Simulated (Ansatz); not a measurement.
In BaO (rock salt type) the Ba atom of the primitive cell, with all its periodic images, is moved by 0.02 Å along x.

```
Ba O
1.0
     0.00000    2.79500    2.79500
     2.79500    0.00000    2.79500
     2.79500    2.79500    0.00000
Ba O
1 1
Direct
  0.99642 0.00358 0.00358
  0.50000 0.50000 0.50000
```

Theory: PBE, plane waves, PAW datasets (generated soft set 1) in Ansatz.

Cutoff 420 eV; k-mesh 8×8×8 Γ-centred; Fermi–Dirac smearing of 0.1 eV; no spin polarisation; no spin–orbit coupling.

Problem. What force results, and what does it mean for the zone-centre vibration?

Solution. The force on it along the displacement is -0.0042 eV/Å, a force constant of 0.21 eV/Å². The energy is nearly flat along this displacement on this mesh.

| atom | Fx (eV/Å) | Fy (eV/Å) | Fz (eV/Å) |
| --- | --- | --- | --- |
| Ba1 | -0.0042 | 0.0000 | 0.0000 |
| O2 | 0.0042 | 0.0000 | 0.0000 |
